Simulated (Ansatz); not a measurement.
# Li on Pd(111): change of the work function, part 3 of 4

Wanted: Δφ(θ) for Li/Pd(111), starting from the fcc site.

Ansatz 0.2.0; plane-wave DFT, PBE, Ansatz PAW.

So far, work function, upper face (eV): step 2 (the clean slab) 5.27; step 3 (37 atoms, coverage 0.111 ML, cell 3x3) 3.71.

### Step 4. Adsorbate added, k-mesh 6×6×1, coverage 0.25 ML

System of this step: Li/Pd(111). The cell holds 17 atoms: 16 Pd and 1 Li. Cell: a = 5.501 Å, b = 5.501 Å, c = 27.089 Å, α = 90.0°, β = 90.0°, γ = 60.0°. Vacuum lies along c.

Another coverage, to see how the dipoles act on each other as their distance changes.

File input.yaml:

```yaml
crystal:
  lattice:
    - [5.5012907577, 0.0, 0.0]
    - [2.7506453788, 4.7642575497, 0.0]
    - [0.0, 0.0, 27.0888449073]
  atoms:
    - { symbol: Pd, position: [0.0, 0.0, 0.33224008] }
    - { symbol: Pd, position: [0.1666666667, 0.1666666667, 0.4151484711] }
    - { symbol: Pd, position: [0.3333333333, 0.3333333333, 0.4998324895] }
    - { symbol: Pd, position: [0.0, 0.0, 0.5848761879] }
    - { symbol: Pd, position: [0.0, 0.5, 0.33224008] }
    - { symbol: Pd, position: [0.1666666667, 0.6666666667, 0.4151484711] }
    - { symbol: Pd, position: [0.3333333333, 0.8333333333, 0.4998324895] }
    - { symbol: Pd, position: [0.0, 0.5, 0.5848761879] }
    - { symbol: Pd, position: [0.5, 0.0, 0.33224008] }
    - { symbol: Pd, position: [0.6666666667, 0.1666666667, 0.4151484711] }
    - { symbol: Pd, position: [0.8333333333, 0.3333333333, 0.4998324895] }
    - { symbol: Pd, position: [0.5, 0.0, 0.5848761879] }
    - { symbol: Pd, position: [0.5, 0.5, 0.33224008] }
    - { symbol: Pd, position: [0.6666666667, 0.6666666667, 0.4151484711] }
    - { symbol: Pd, position: [0.8333333333, 0.8333333333, 0.4998324895] }
    - { symbol: Pd, position: [0.5, 0.5, 0.5848761879] }
    - { symbol: Li, position: [0.1666666667, 0.1666666667, 0.66775992] }
kpoints:
  mp_grid: { grid: [6, 6, 1] }
hamiltonian:
  xc: pbe
scf:
  occupations: { method: fermi_dirac, width: 0.1 }
  convergence: { dr2_threshold: 1.0e-08 }
efield:
  axis: 3
  dipole_correction: true
  ramp_position: 0.97
  ramp_width: 0.06
relax:
  f_tol: 0.02
  max_steps: 60
  constraints: [{ sites: [0, 1, 4, 5, 8, 9, 12, 13] }]
output:
  dos: { projected: true, e_range: [-8, 4] }
  write_potential: true
  write_density: true
  volumetric_format: npy
  elf: true
```

The run is started by

```
$ ansatz run input.yaml --threads 4 --pin off --max-ram 16384MiB --backend cpu --events-out ev --progress --plain --runs-dir out
```

Numbers of over 12 decimals in the logs are rounded to 6 here.

The log of the run:

```text
[...]
Crystal: 17 atoms, lattice volume = 709.987 Å³
Basis set: ecut = 420 eV, 13861 PW (Γ), exchange–correlation on 80×80×384 points (8 copies of the dense FFT grid, shifted against one another)
Bands: 175, of which v1, the nominal top of the filled ones, is band 146 counted from 1 (145 counted from 0)
Symmetry: 6 space group operations
[...]
k-points: 7 of 36 (time reversal used)
[...]
SCF iter   1: F=—  HF=-111767.601251 eV  |F-HF|=—  |Δ(HF+E_count)|=         —  Δρ=1.06e-2  dr2=6.88e0  ethr=1.77e-3  p=0.502 e·Å  D=1.28e-1 V/Å  ΔV_dip=-3.47 eV  dr2_dipole=1.25e-2  V_vac-E_F(+/−)=1.42/4.89 eV  ⟨swp⟩=7.0  Hψ=4881  notcnv=0  defer=54
[...]
SCF iter  12: F=-111767.433736 eV  HF=-111767.433736 eV  |F-HF|=1.95e-8  |Δ(HF+E_count)|=   1.03e-7  Δρ=3.96e-7  dr2=3.20e-9  ethr=3.44e-12  p=0.475 e·Å  D=1.21e-1 V/Å  ΔV_dip=-3.28 eV  dr2_dipole=4.88e-13  V_vac-E_F(+/−)=1.97/5.25 eV  ⟨swp⟩=14.7  Hψ=9190  notcnv=0
SCF 1 converged in 12 iterations: F = -111767.433736 eV  dr2 = 3.20e-9
[...]
relax step   1: F+E_penalty+E_count = -111767.43373572 eV  Δ(F+E_penalty+E_count) = +0.000e0 eV  max|allowed force component| = 8.813e-1 eV/Å  Δτ_max = 0.0000 Å  (12 SCF iters, accepted)
[...]
SCF iter   1: F=—  HF=-111767.593663 eV  |F-HF|=—  |Δ(HF+E_count)|=         —  Δρ=4.12e-3  dr2=1.00e0  ethr=3.01e-4  p=0.475 e·Å  D=1.21e-1 V/Å  ΔV_dip=-3.28 eV  dr2_dipole=3.74e-1  V_vac-E_F(+/−)=1.99/5.27 eV  ⟨swp⟩=1.0  Hψ=3914  notcnv=0  defer=84
[...]
eigensolver tolerance schedule calibrated: the retry pair's looser diagonalisation under-reported the residual by θ = 0.13 (0.13/decade); ethr = c·dr2/N_el runs at the constant in force after the calibration composes with the one it found (an armed cap, an earlier calibration), c = 6.3e-2
[...]
SCF iter   2: F=—  HF=-111767.592908 eV  |F-HF|=—  |Δ(HF+E_count)|=   7.55e-4  Δρ=2.28e-3  dr2=1.01e-1  ethr=2.16e-4  p=0.431 e·Å  D=1.10e-1 V/Å  ΔV_dip=-2.97 eV  dr2_dipole=1.53e-2  V_vac-E_F(+/−)=2.28/5.25 eV  ⟨swp⟩=2.1  Hψ=1762  notcnv=0  defer=84
[...]
SCF iter  12: F=-111767.578282 eV  HF=-111767.578282 eV  |F-HF|=3.41e-9  |Δ(HF+E_count)|=   2.96e-8  Δρ=4.86e-7  dr2=3.63e-9  ethr=2.15e-12  p=0.420 e·Å  D=1.07e-1 V/Å  ΔV_dip=-2.90 eV  dr2_dipole=4.02e-11  V_vac-E_F(+/−)=2.36/5.25 eV  ⟨swp⟩=13.4  Hψ=7873  notcnv=0
SCF 2 converged in 12 iterations: F = -111767.578282 eV  dr2 = 3.63e-9
relax step   2: F+E_penalty+E_count = -111767.57828216 eV  Δ(F+E_penalty+E_count) = -1.445e-1 eV  max|allowed force component| = 2.688e-1 eV/Å  Δτ_max = 0.1949 Å  (12 SCF iters, accepted)
SCF iter   1: F=—  HF=-111767.599842 eV  |F-HF|=—  |Δ(HF+E_count)|=         —  Δρ=2.36e-3  dr2=1.56e-1  ethr=1.23e-3  p=0.420 e·Å  D=1.07e-1 V/Å  ΔV_dip=-2.90 eV  dr2_dipole=4.48e-2  V_vac-E_F(+/−)=2.36/5.26 eV  ⟨swp⟩=3.3  Hψ=2262  notcnv=0  defer=88
[...]
SCF iter  12: F=-111767.593979 eV  HF=-111767.593979 eV  |F-HF|=2.42e-9  |Δ(HF+E_count)|=   1.15e-8  Δρ=4.09e-7  dr2=3.32e-9  ethr=3.44e-12  p=0.392 e·Å  D=9.99e-2 V/Å  ΔV_dip=-2.71 eV  dr2_dipole=2.18e-11  V_vac-E_F(+/−)=2.55/5.26 eV  ⟨swp⟩=8.7  Hψ=6997  notcnv=0
SCF 3 converged in 12 iterations: F = -111767.593979 eV  dr2 = 3.32e-9
relax step   3: F+E_penalty+E_count = -111767.59397945 eV  Δ(F+E_penalty+E_count) = -1.570e-2 eV  max|allowed force component| = 5.068e-2 eV/Å  Δτ_max = 0.1140 Å  (12 SCF iters, accepted)
SCF iter   1: F=—  HF=-111767.594461 eV  |F-HF|=—  |Δ(HF+E_count)|=         —  Δρ=5.80e-4  dr2=3.01e-3  ethr=1.63e-5  p=0.392 e·Å  D=9.99e-2 V/Å  ΔV_dip=-2.71 eV  dr2_dipole=1.08e-4  V_vac-E_F(+/−)=2.55/5.26 eV  ⟨swp⟩=2.0  Hψ=2156  notcnv=0  defer=87
[...]
SCF iter  10: F=-111767.594832 eV  HF=-111767.594832 eV  |F-HF|=5.52e-9  |Δ(HF+E_count)|=   1.58e-8  Δρ=4.75e-7  dr2=4.01e-9  ethr=3.44e-12  p=0.394 e·Å  D=1.00e-1 V/Å  ΔV_dip=-2.72 eV  dr2_dipole=2.29e-11  V_vac-E_F(+/−)=2.54/5.25 eV  ⟨swp⟩=11.1  Hψ=7588  notcnv=0
SCF 4 converged in 10 iterations: F = -111767.594832 eV  dr2 = 4.01e-9
relax step   4: F+E_penalty+E_count = -111767.59483221 eV  Δ(F+E_penalty+E_count) = -8.528e-4 eV  max|allowed force component| = 1.067e-2 eV/Å  Δτ_max = 0.0155 Å  (10 SCF iters, accepted)
[...]
SCF converged after 10 iterations
Free energy (F): -111767.594832 eV
[...]
Internal energy: -111766.561228 eV  (E = F + TS)
E sigma→0 (E₀):  -111767.078030 eV
Entropy (-TS):   -1.033604 eV (-60.800 meV/atom)
Fermi energy:    4.108579 eV
Dipole field:    D = 0.100361 V/Å  (p = 0.393780 e·Å, saw-weighted, corrected)
Work function:   Φ+ = 2.5358 eV   Φ− = 5.2545 eV
[...]
--- Forces (eV/Å), atoms counted from 1 ---
  atom   1  Pd     0.00281536     0.00162545    -0.30446960
  atom   2  Pd     0.00000000     0.00000000     0.36391041
  atom   3  Pd     0.00159056     0.00091831     0.00528373
  atom   4  Pd    -0.00374830    -0.00216408    -0.00921449
  atom   5  Pd     0.00000000    -0.00325090    -0.30446960
  atom   6  Pd     0.03758874    -0.02170187     0.27919743
  atom   7  Pd     0.00000000    -0.00183662     0.00528373
  atom   8  Pd    -0.00000000     0.00432817    -0.00921449
  atom   9  Pd    -0.00281536     0.00162545    -0.30446960
  atom  10  Pd    -0.00000000     0.04340374     0.27919743
  atom  11  Pd    -0.00159056     0.00091831     0.00528373
  atom  12  Pd     0.00374830    -0.00216408    -0.00921449
  atom  13  Pd    -0.00000000    -0.00000000    -0.29135759
  atom  14  Pd    -0.03758874    -0.02170187     0.27919743
  atom  15  Pd     0.00000000     0.00000000     0.00011188
  atom  16  Pd     0.00000000    -0.00000000     0.00427211
  atom  17  Li    -0.00000000    -0.00000000     0.01067355
  max |Σ_I F_I| component: 1.54e-6 eV/Å
--- Band table (eV; the first three rows and the last of 7) ---
  k-point 0: bands = [... 142 lower, 4.2819, 4.4187, 4.4302, 4.4302, 4.4508, 4.4508, 4.4538, 5.1497, ... 25 higher]
  k-point 1: bands = [... 142 lower, 4.1428, 4.1467, 4.2218, 4.2673, 4.2784, 4.2874, 4.6162, 4.8213, ... 25 higher]
  k-point 2: bands = [... 142 lower, 3.8629, 4.0205, 4.0241, 4.0487, 4.0722, 4.0764, 4.2614, 4.2679, ... 25 higher]
  k-point 6: bands = [... 142 lower, 3.8573, 3.8691, 3.8719, 3.9113, 3.9427, 3.9447, 3.9462, 3.9669, ... 25 higher]
--- Relaxed structure (4 steps of the walk, 4 accepted, 0 SCFs on fresh bases) ---
  F+E_penalty+E_count = -111767.59483221 eV   max|allowed force component| = 1.067e-2 eV/Å
  atoms:
[...]
- { symbol: Pd, position: [0.166667, 0.166667, 0.4151484711] }
    - { symbol: Pd, position: [0.333769, 0.333769, 0.500492] }
    - { symbol: Pd, position: [-0.00170282, -0.00170282, 0.585263] }
    - { symbol: Pd, position: [0.0, 0.500000, 0.33224008] }
    - { symbol: Pd, position: [0.166667, 0.666667, 0.4151484711] }
    - { symbol: Pd, position: [0.333769, 0.832462, 0.500492] }
    - { symbol: Pd, position: [-0.00170282, 0.503406, 0.585263] }
    - { symbol: Pd, position: [0.500000, -1.7959490104895715e-17, 0.33224008] }
    - { symbol: Pd, position: [0.666667, 0.166667, 0.4151484711] }
    - { symbol: Pd, position: [0.832462, 0.333769, 0.500492] }
    - { symbol: Pd, position: [0.503406, -0.00170282, 0.585263] }
    - { symbol: Pd, position: [0.5, 0.500000, 0.33224008] }
    - { symbol: Pd, position: [0.666667, 0.666667, 0.4151484711] }
    - { symbol: Pd, position: [0.833333, 0.833333, 0.499137] }
    - { symbol: Pd, position: [0.5, 0.500000, 0.588124] }
    - { symbol: Li, position: [0.166667, 0.166667, 0.656839] }
```

Elapsed: 2.3 min, on 4 threads of Arm Neoverse V1, shared host; peak memory 2.9 GiB.

The steps of the relaxation:

```
step  energy less that of the first step (eV)  largest force component (eV/Å)
   1                                   0.0000                          0.8813
   2                                  -0.1445                          0.2688
   3                                  -0.1602                          0.0507
   4                                  -0.1611                          0.0107
```

Forces are held to the 6 operations that the run works with; a distortion that breaks them can't arise in this run.

The atoms that moved most (Å):

| atom | dx | dy | dz | length |
| --- | --- | --- | --- | --- |
| Li17 | 0.000 | 0.000 | -0.296 | 0.296 |
| Pd16 | 0.000 | 0.000 | 0.088 | 0.088 |
| Pd4 | -0.014 | -0.008 | 0.010 | 0.019 |
| Pd12 | 0.014 | -0.008 | 0.010 | 0.019 |
| Pd8 | 0.000 | 0.016 | 0.010 | 0.019 |
| Pd15 | 0.000 | 0.000 | -0.019 | 0.019 |
| Pd7 | 0.000 | -0.004 | 0.018 | 0.018 |
| Pd11 | -0.004 | 0.002 | 0.018 | 0.018 |

The relaxed structure:

```
Pd Li
1.0
     5.50129    0.00000    0.00000
     2.75065    4.76426    0.00000
     0.00000    0.00000   27.08884
Pd Li
16 1
Direct
  0.00000 0.00000 0.33224
  0.16667 0.16667 0.41515
  0.33377 0.33377 0.50049
  0.99830 0.99830 0.58526
  0.00000 0.50000 0.33224
  0.16667 0.66667 0.41515
  0.33377 0.83246 0.50049
  0.99830 0.50341 0.58526
  0.50000 0.00000 0.33224
  0.66667 0.16667 0.41515
  0.83246 0.33377 0.50049
  0.50341 0.99830 0.58526
  0.50000 0.50000 0.33224
  0.66667 0.66667 0.41515
  0.83333 0.83333 0.49914
  0.50000 0.50000 0.58812
  0.16667 0.16667 0.65684
```

Numbers from this step:

```
energy at zero smearing        : -111767.0780 eV
work function, upper face      : 2.536 eV
work function, lower face      : 5.255 eV
dipole along the normal        : 0.3938 e·Å
step between the vacuum levels : -2.719 eV
```

The density of states has structure finer than the step of the table below, so its rows give means over 0.25 eV, whole bins alone (the curve runs from -8 to 1.98 eV). Peaks (eV: height): -2.680: 49.2, -2.470: 53.0, -2.380: 70.8, -2.260: 62.2, -2.200: 58.4, -1.650: 73.2, -0.150: 66.3.

The density of states by energy, zero at the Fermi level; means over each step:

energy (eV), density of states (states/eV a cell) and a bar:
```
    -6.75        0.0 
    -6.50        0.5 
    -6.25        1.0 #
    -6.00        1.1 #
    -5.75        1.1 #
    -5.50        1.9 #
    -5.25        3.1 ##
    -5.00        5.3 ###
    -4.75       19.0 ############
    -4.50       27.9 ##################
    -4.25       37.3 ########################
    -4.00       27.4 ##################
    -3.75       29.9 ###################
    -3.50       22.2 ##############
    -3.25       23.8 ###############
    -3.00       28.5 ###################
    -2.75       33.8 ######################
    -2.50       42.5 ############################
    -2.25       45.0 #############################
    -2.00       36.1 ########################
    -1.75       29.3 ###################
    -1.50       33.5 ######################
    -1.25       25.6 #################
    -1.00       37.3 ########################
    -0.75       38.8 #########################
    -0.50       29.2 ###################
    -0.25       46.0 ##############################
     0.00       34.6 #######################
     0.25        9.0 ######
     0.50        6.4 ####
     0.75        3.8 ##
     1.00        2.8 ##
     1.25        8.5 ######
     1.50        4.6 ###
     1.75        3.5 ##
```

Projected DOS per atom over height of the atomic layer and energy from the Fermi level. Layers: Pd4 Pd4 Pd4 Pd4 Li from below.

Ten even steps from '0' (0.00 states/eV) to '9' (2.85 states/eV), each cell a mean:
```
00001
00001
00000
10001
78850
76670
95690
75670
74480
99890
67770
44550
55660
58750
27620
01100
00000
00000
00000
00000
00000
00000
```
Columns: height of the atomic layer (Å) from 9 to 17.8 (not evenly spaced); rows upwards: energy from the Fermi level (eV) from -7.96 to 1.95.

Valence density in the ca plane at fractional y = 0.167, with atoms of Pd and Li within 0.2 Å of it. It is the smooth field of the valence electrons, not physical close to the nuclei.

Ten steps, logarithmic in the rise over the least value, from '0' (0 e/Å³) to '9' (13 e/Å³), each cell a mean:
```
55422222222355532345542100000000000000000000
55422233222355532245532100000000000000000000
44322456432234322234431100000000000000000000
22223689742222221122221000000000000000000000
22224899852222211112211000000000000000000000
22224799852222211122211000000000000000000000
33223577632233321223321000000000000000000000
55322334322345432245532100000000000000000000
55422222222356532345542100000000000000000000
54322344322345432234432100000000000000000000
33223577632233321223321123100000000000000000
22224799852222211122221267400000000000000000
22224899852222211112221378500000000000000000
22223689742222221122221145200000000000000000
44322455422234322234432110000000000000000000
```
Columns run along c (16.0 Å, from fractional 0.33 to 0.92 of the cell), rows up along a (5.5 Å). Atoms in or near the plane, at fractional coordinates: Pd at (0.42, 0.17), Pd at (0.42, 0.67), Li at (0.66, 0.17).

Electrostatic potential energy in the ca plane at fractional y = 0.167, with atoms of Pd and Li within 0.2 Å of it. With pseudopotentials it is smooth inside the atoms' cores, unlike the true potential.

Ten even steps from '0' (-34 eV) to '9' (8 eV), each cell a mean:
```
34689988999853579864479999999999999999999999
34789988899853579864479999999999999999999999
66898643689876789986789999999999999999999999
88997200169988899998899999999999999999999999
99996000048999999999999999999999999999999999
99996100058999999999999999999999999999999999
77898411379987899987889999999999999999999999
45789877899864689875579999999999999999999999
33689988999743479863479999999999999999999999
55789866899864689875689988899999999999999999
78898411379987899988889866789999999999999999
99996000058999999999999621478999999999999999
99996000048999999999998610378999999999999999
88997200169998999998899743588999999999999999
66898743689876789986789887889999999999999999
```
Columns run along c (16.0 Å, from fractional 0.33 to 0.92 of the cell; values clipped at the 3rd and 97th percentile), rows up along a (5.5 Å). Atoms in or near the plane, at fractional coordinates: Pd at (0.42, 0.17), Pd at (0.42, 0.67), Li at (0.66, 0.17).

ELF in the ca plane at fractional y = 0.167, with atoms of Pd and Li within 0.2 Å of it. It is the smooth field of the valence electrons, not physical close to the nuclei.

Values in units of 1e-1, 8 rows by 16 columns, each cell a mean:
```
3.7 1.9 2.0 1.9 3.4 2.8 2.5 3.6 2.7 1.6 0.6 0.1 0.0 0.0 0.0 0.0
2.4 2.2 4.3 2.6 2.4 2.1 1.9 2.4 2.0 1.5 0.5 0.1 0.0 0.0 0.0 0.0
2.1 2.9 4.2 3.4 2.1 1.7 1.7 2.2 1.8 1.0 0.3 0.1 0.0 0.0 0.0 0.0
2.4 2.2 4.4 2.6 2.2 2.0 1.9 2.4 2.0 1.4 0.5 0.1 0.0 0.0 0.0 0.0
3.7 1.9 2.0 1.9 3.4 2.8 2.5 3.6 2.7 1.6 0.6 0.1 0.0 0.0 0.0 0.0
2.4 2.2 4.3 2.6 2.4 2.1 1.9 2.5 1.8 1.6 0.1 0.1 0.0 0.0 0.0 0.0
2.1 2.9 4.2 3.4 2.1 1.7 1.7 2.6 3.1 8.1 0.0 0.1 0.0 0.0 0.0 0.0
2.4 2.2 4.4 2.6 2.2 2.0 1.9 2.6 1.9 2.0 0.1 0.1 0.0 0.0 0.0 0.0
```
Columns run along c (16.0 Å, from fractional 0.33 to 0.92 of the cell), rows up along a (5.5 Å). Atoms in or near the plane, at fractional coordinates: Pd at (0.42, 0.17), Pd at (0.42, 0.67), Li at (0.66, 0.17).

The relaxation took 4 steps and lowered the energy by 0.16 eV; the largest force on the free atoms ends at 0.011 eV/Å.

By hand: a sheet of dipoles makes a step −p/(ε₀A) in the electron's potential. With e/ε₀ = 180.95 V·Å, p = 0.3938 e·Å and A = 26.21 Å², that is −180.95 × (0.3938) / 26.21 = -2.719 eV, and the two vacuum levels of the run differ by -2.719 eV.

The covered face has 2.54 eV, -2.73 eV against the clean one; the bare back face has moved by +0.01 eV, a measure of how thin the slab is.

### Step 5. The covered slab, k-mesh 6×6×1, coverage 0.5 ML

System of this step: Li/Pd(111). The cell holds 18 atoms: 16 Pd and 2 Li. Its edges and angles: a = 5.501 Å, b = 5.501 Å, c = 27.089 Å, α = 90.0°, β = 90.0°, γ = 60.0°. Vacuum lies along c.

Another coverage, to see how the dipoles act on each other as their distance changes.

Edit input.yaml of step 4 so:

```diff
@@ -23,2 +23,3 @@
     - { symbol: Li, position: [0.1666666667, 0.1666666667, 0.66775992] }
+    - { symbol: Li, position: [0.6666666667, 0.1666666667, 0.66775992] }
 kpoints:
```

The log of the run:

```text
[...]
Crystal: 18 atoms, lattice volume = 709.987 Å³
Basis set: ecut = 420 eV, 13861 PW (Γ), exchange–correlation on 80×80×384 points (8 copies of the dense FFT grid, shifted against one another)
Bands: 177, of which v1, the nominal top of the filled ones, is band 147 counted from 1 (146 counted from 0)
Symmetry: 4 space group operations
[...]
- { symbol: Pd, position: [0.5, 0.500000, 0.33224008] }
    - { symbol: Pd, position: [0.666667, 0.6666666667, 0.4151484711] }
    - { symbol: Pd, position: [0.833948, 0.832105, 0.499409] }
    - { symbol: Pd, position: [0.498209, 0.503583, 0.589663] }
    - { symbol: Li, position: [0.195523, 0.108954, 0.656164] }
    - { symbol: Li, position: [0.695523, 0.108954, 0.656164] }
[key lines of the parts left out:]
SCF converged after 11 iterations
Free energy (F): -111972.925598 eV
Fermi energy:    4.308774 eV
Dipole field:    D = 0.103758 V/Å  (p = 0.407109 e·Å, saw-weighted, corrected)
Work function:   Φ+ = 2.4107 eV   Φ− = 5.2214 eV
```

The job ended after 6.5 min (4 threads; peak memory 3.4 GiB; 25 min of CPU time).

Relaxation path:

```csv
step,energy less that of the first step (eV),largest force component (eV/Å)
1,0.0000,0.7978
2,-0.3005,0.2400
3,-0.3336,0.0770
4,-0.3403,0.0335
5,-0.3465,0.0101
6,-0.3472,0.0057
```

The run keeps the 4 symmetry operations that it works with, so distortions that break them were not tested.

The atoms that moved most (Å):

```csv
atom,dx,dy,dz,length
Li18,0.000,-0.275,-0.314,0.417
Li17,0.000,-0.275,-0.314,0.417
Pd8,0.000,0.017,0.130,0.131
Pd16,0.000,0.017,0.130,0.131
Pd11,0.000,0.014,0.037,0.040
Pd3,0.000,0.014,0.037,0.040
Pd4,0.000,-0.009,-0.024,0.026
Pd12,0.000,-0.009,-0.024,0.026
```

Final coordinates:

```
Pd Li
1.0
     5.50129    0.00000    0.00000
     2.75065    4.76426    0.00000
     0.00000    0.00000   27.08884
Pd Li
16 2
Direct
  0.00000 0.00000 0.33224
  0.16667 0.16667 0.41515
  0.33189 0.33621 0.50121
  0.00091 0.99818 0.58398
  0.00000 0.50000 0.33224
  0.16667 0.66667 0.41515
  0.33395 0.83210 0.49941
  0.99821 0.50358 0.58966
  0.50000 0.00000 0.33224
  0.66667 0.16667 0.41515
  0.83189 0.33621 0.50121
  0.50091 0.99818 0.58398
  0.50000 0.50000 0.33224
  0.66667 0.66667 0.41515
  0.83395 0.83210 0.49941
  0.49821 0.50358 0.58966
  0.19552 0.10895 0.65616
  0.69552 0.10895 0.65616
```

The density of states has structure finer than the step of the table below, so its rows give means over 0.5 eV, whole bins alone (the curve runs from -8 to 1.98 eV). Peaks (eV: height): -4.24: 46.2, -2.56: 52.7, -2.44: 64.4, -2.29: 51.5, -2.23: 57.9, -0.33: 48.7, -0.21: 56.8.

The density of states by energy, zero at the Fermi level; means over each step:

energy (eV), density of states (states/eV a cell) and a bar:
```
     -7.0        0.0 
     -6.5        0.5 
     -6.0        1.0 #
     -5.5        2.0 #
     -5.0        8.1 ######
     -4.5       29.7 ######################
     -4.0       30.9 #######################
     -3.5       24.7 ##################
     -3.0       30.3 ######################
     -2.5       40.9 ##############################
     -2.0       34.9 ##########################
     -1.5       31.6 #######################
     -1.0       37.5 ############################
     -0.5       32.8 ########################
      0.0       32.1 ########################
      0.5        4.8 ####
      1.0        7.7 ######
      1.5        4.0 ###
```

The relaxation took 6 steps and lowered the energy by 0.35 eV; the largest force on the free atoms ends at 0.0057 eV/Å.

The covered face has 2.41 eV, -2.86 eV against the clean one; the bare back face has moved by -0.03 eV, a measure of how thin the slab is.

(Part 3 of 4 ends here.)

[Logs are printed without paths, hosts, clocks, repeated set-up lines and the standing remarks that a program may print on its own settings, such as how far it seeks lower states.]

[Hosts, paths, dates, database ids (printed as entryN), source tags and the programs' standing remarks are cut or masked in the printed files.]

[Maps of the electrostatic potential energy from Ansatz leave out the sawtooth potential of an applied field or a dipole correction, so their vacuum need not be flat; planar profiles and work functions include it.]

[The density of states shown here was stored with 400 of the rows of the run's finer table, so its peaks can read low, often by over a quarter, or be missed, and its means over a window can be off by a tenth or more.]
